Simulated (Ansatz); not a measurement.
TiC:

```
Ti C
1.0
     0.00000    2.16572    2.16572
     2.16572    0.00000    2.16572
     2.16572    2.16572    0.00000
Ti C
1 1
Direct
  0.00000 0.00000 0.00000
  0.50000 0.50000 0.50000
```

The cell is a database's computed one.

Below is the output of Ansatz 0.2.0 for this cell. Logs are shortened: lines on timing, memory, paths and dates and some standing lists are left out, and cuts for length are marked.

```text
Warning: RAYON_NUM_THREADS=2 ignored (pool sized by the plan → 2); use --threads N
Engine: ansatz 0.2.0, aarch64-unknown-linux-gnu
Pseudopotentials: kind: paw
Pseudopotential: Ti, paw, valence charge 12, recommended cutoff 420 eV (normal), Ti.paw.azcp
Pseudopotential: C, paw, valence charge 4, recommended cutoff 420 eV (normal), C.paw.azcp
Functional definition: PBE
  parameter kappa = 0.804
  parameter beta = 0.06672455060314922
  exchange = pbe_x(kappa = kappa, mu = beta*pi^2/3)
  correlation = pbe_c(beta = beta)
Crystal: 2 atoms, lattice volume = 20.316 Å³
Basis set: ecut = 420 eV, 411 PW (Γ), exchange–correlation on 48×48×48 points (8 copies of the dense FFT grid, shifted against one another)
Bands: 12, of which v1, the nominal top of the filled ones, is band 8 counted from 1 (7 counted from 0)
Symmetry: 48 space group operations
Space group: Fm-3m (ITA 225), of the structure as read, at distance tolerance 2.7e-5 Å
k-points: 56 of 1331
Non-local potential: Ti, projectors of the file, l = 0: 3, l = 1: 2, l = 2: 3, l = 3: 1
Non-local potential: C, projectors of the file, l = 0: 2, l = 1: 2, l = 2: 1
PAW form: soft (Blöchl's): semilocal exchange-correlation on the pseudo side does not see the compensation charge
PAW one-centre angular grid: Ti, 590 points (default); XC on 64 Gauss nodes
PAW one-centre angular grid: C, 110 points (default); XC on 64 Gauss nodes
Initial density: superposition of atomic densities (neutral atoms: chi_scale 0, normalization atom), corrected by the library's trained network
Initial wavefunctions: pseudopotential atomic-orbital guess
Functional: x = pbe(κ = 0.804, μ = 0.2195149727645171), c = pbe(β = 0.06672455060314922)
SCF iter   1: F=—  HF=-2752.272092 eV  |F-HF|=—  |Δ(HF+E_count)|=         —  Δρ=3.58e-3  dr2=1.77e-3  ethr=1.77e-3  ⟨swp⟩=4.3  Hψ=3202  notcnv=0
preconditioner: auto → none  [insulator: Δε(μ)=0.217 eV  Ē_g=7.861 eV  σ=0.024 eV  W_gap=0.81  n_scr=8 (ndim 8)  ℏωp=23.3 eV  f_vac=0.000  D(μ)=0.92/eV (n_scr^D=8)  ε∞_Penn≈9.8]
SCF iter   2: F=—  HF=-2752.271535 eV  |F-HF|=—  |Δ(HF+E_count)|=   5.57e-4  Δρ=1.60e-3  dr2=2.88e-4  ethr=1.11e-5  ⟨swp⟩=1.9  Hψ=1239  notcnv=0
SCF iter   3: F=—  HF=-2752.271541 eV  |F-HF|=—  |Δ(HF+E_count)|=   6.45e-6  Δρ=1.32e-4  dr2=1.21e-6  ethr=1.80e-6  ⟨swp⟩=2.0  Hψ=751  notcnv=0
SCF iter   4: F=—  HF=-2752.271543 eV  |F-HF|=—  |Δ(HF+E_count)|=   2.13e-6  Δρ=1.47e-5  dr2=1.48e-8  ethr=7.58e-9  ⟨swp⟩=2.6  Hψ=1131  notcnv=0
iter 5 did not close the SCF: its close was put off for the readings that it lacked (scf_convergence_deferred on its scf_iter line)
SCF iter   5: F=-2752.271543 eV  HF=-2752.271543 eV  |F-HF|=4.79e-10  |Δ(HF+E_count)|=   9.84e-9  Δρ=2.71e-6  dr2=3.92e-10  ethr=9.26e-11  ⟨swp⟩=3.0  Hψ=1126  notcnv=0
SCF iter   6: F=-2752.271543 eV  HF=-2752.271543 eV  |F-HF|=5.91e-12  |Δ(HF+E_count)|=  5.61e-10  Δρ=3.97e-7  dr2=8.07e-12  ethr=2.45e-12  ⟨swp⟩=1.0  Hψ=2008  notcnv=0
SCF 1 converged in 6 iterations: F = -2752.271543 eV  dr2 = 8.07e-12
  greatest PAW one-centre occupation: 0.999 electrons in one spin orbital (limit 2), on the Ti atom at site 0 (counted from 0), in its partial waves of l = 0
SCF converged after 6 iterations
Free energy (F): -2752.271543 eV
Harris-Foulkes:  -2752.271543 eV  (|F-HF|=5.91e-12)
Internal energy: -2752.271277 eV  (E = F + TS)
E sigma→0 (E₀):  -2752.271410 eV
Entropy (-TS):   -0.000266 eV (-0.133 meV/atom)
Fermi energy:    14.834608 eV
--- Per-component energies (eV) ---
  E_band       = -110.934531
  E_kinetic    = 362.331570
  E_local      = -775.370754  (includes V_loc(G=0)·N_el)
  E_nonlocal   = 31.951799
  E_hartree    = 314.736167
  E_xc         = -147.421960
  E_vxc        = -184.103555  (∫ρ·V_xc dr)
  E_paw        = -1145.234318  (= ΣΔE_a)
  E_vpaw       = -175.216058  (= ΣTr[D̂ρ^β])
  E_aug_tail   = 0.000150  (compensation charges beyond the density's cutoff)
  E_ewald      = -1393.263931
  E_smearing   = -0.000266  (= −TS)
  E_closure    = -0.000000  (closes the sum)
  Σ components = -2752.271543   (vs F -2752.271543, Δ=0.00e0)
--- Forces (eV/Å), atoms counted from 1 ---
  atom   1  Ti    -0.00000000     0.00000000     0.00000000
  atom   2  C      0.00000000    -0.00000000     0.00000000
  max |Σ_I F_I| component: 5.65e-30 eV/Å
--- Stress (GPa, compression-positive) ---
        0.275568      -0.000000       0.000000
        0.000000       0.275568       0.000000
       -0.000000      -0.000000       0.275568
  P = ⅓ Tr σ = 0.2756 GPa (2.756 kbar)
--- Band table (eV; the first three rows and the last of 56) ---
  k-point 0: bands = ["-41.8551", "-17.8892", "-17.8892", "-17.8892", "2.2931", "15.3912", "15.3912", "15.3912", "16.3683", "16.3683", "16.3683", "16.4169"]
  k-point 1: bands = ["-41.8494", "-17.9302", "-17.8930", "-17.8930", "2.4798", "14.5731", "14.8500", "14.8500", "15.7172", "15.7172", "16.7678", "17.8805"]
  k-point 2: bands = ["-41.8338", "-18.0390", "-17.9032", "-17.9032", "3.0152", "13.1319", "13.7138", "13.7138", "16.0615", "16.0615", "17.2058", "19.4313"]
  k-point 55: bands = ["-41.7583", "-18.2073", "-18.1854", "-18.0518", "5.1844", "11.3409", "11.4846", "12.2124", "17.2060", "17.6223", "18.3066", "19.9171"]
```

Q: Write the input and the command behind it.

A: Single point with PBE, no spin polarisation. The files as run (others can give the same):

input.yaml
```yaml
crystal:
  lattice:
    - [0.0, 2.1657188437, 2.1657188437]
    - [2.1657188437, 0.0, 2.1657188437]
    - [2.1657188437, 2.1657188437, 0.0]
  atoms:
    - { symbol: Ti, position: [0.0, 0.0, 0.0] }
    - { symbol: C, position: [0.5, 0.5, 0.5] }
hamiltonian:
  xc: pbe
  pseudopotentials: { kind: paw }
kpoints:
  mp_grid: { grid: [11, 11, 11] }
scf:
  occupations: { method: gaussian, width: 0.024 }
output:
  forces: true
  stress: true
  eigenvalues: true
```

Potentials or basis: Ansatz PAW.
Launch:
```bash
$ ansatz run input.yaml --threads 2 --pin off --max-ram 5632MiB --backend cpu --events-out ev --progress --plain --runs-dir out
```
